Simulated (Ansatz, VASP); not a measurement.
**Two plane-wave programs on PbO**

```
Pb O
1.0
     4.34703    0.00000    0.00000
    -2.17352    3.76464    0.00000
     0.00000    0.00000    5.38586
Pb O
2 2
Direct
  0.33333 0.66667 0.25000
  0.66667 0.33333 0.75000
  0.66667 0.33333 0.25000
  0.33333 0.66667 0.75000
```

Alike in both runs: task single point; functional PBE; k mesh 6 × 6 × 4; no spin polarisation.

```csv
,VASP,Ansatz
version,VASP 6.6.1,Ansatz 0.2.0
potentials or method,"VASP PAW PBE potentials, release 64 (Pb_d, O)","plane waves, PAW"
plane-wave cutoff (eV),520,420
occupations,"gaussian, width 0.01 eV",fixed
valence electrons in the cell,40,40
```

```tsv
	VASP	Ansatz	Ansatz less VASP
gap on the k mesh at the Fermi level (eV)	1.33	1.33	-0.001
pressure (GPa)	-2.0	-1.9	+0.05
largest component of the traceless stress (GPa)	0.15	0.17	+0.019
```

Caveats: spin-orbit coupling is left out, which as a rule narrows the gap of such compounds by several tenths of an eV. A k mesh can miss the band edges. PBE gaps usually lie below the measured ones, often by a third to a half.
